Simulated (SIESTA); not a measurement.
# Al2Pt in SIESTA: the effect of functional

Al2Pt:

```
Pt Al
1.0
     0.00000    2.95500    2.95500
     2.95500    0.00000    2.95500
     2.95500    2.95500    0.00000
Pt Al
1 2
Direct
  0.00000 0.00000 0.00000
  0.75000 0.75000 0.75000
  0.25000 0.25000 0.25000
```

Alike in all runs:

| Quantity | Value |
| --- | --- |
| Program | SIESTA 5.4.2 |
| Task | single point |
| Basis | DZP (energy shift 0.003 Ry; two zetas on semicore shells) |
| Grid cutoff | 800 Ry |
| Energy shift | 0.003 Ry |
| k mesh | 8 × 8 × 8 |
| Occupations | fermi-dirac, width 0.05 eV |
| Spin | no spin polarisation |

| functional | potentials or basis | pressure (GPa) |
| --- | --- | --- |
| LDA | PseudoDojo 0.4 standard (LDA files) | -3.0 |
| PBEsol | PseudoDojo 0.4 standard (PBEsol files) | 0.1 |
| AM05 | PseudoDojo 0.4 standard (PBEsol files) | -0.6 |
| WC | PseudoDojo 0.4 standard (PBEsol files) | 0.7 |
| PW91 | PseudoDojo 0.4 standard (PBE files) | 3.8 |
| revPBE | PseudoDojo 0.4 standard (PBE files) | 4.1 |
| RPBE | PseudoDojo 0.4 standard (PBE files) | 4.4 |
| BLYP | PseudoDojo 0.4 standard (PBE files) | ? |

What does the run with functional BLYP give?

Pressure 8.9 GPa.

Caveats: short orbitals over semicore shells can move pressures by several GPa; the basis of atomic orbitals isn't converged, which shifts pressures, moduli and gaps; the potentials were made for another functional, which shifts forces and pressure (some runs).

Runs at the PBE level aren't shown here.
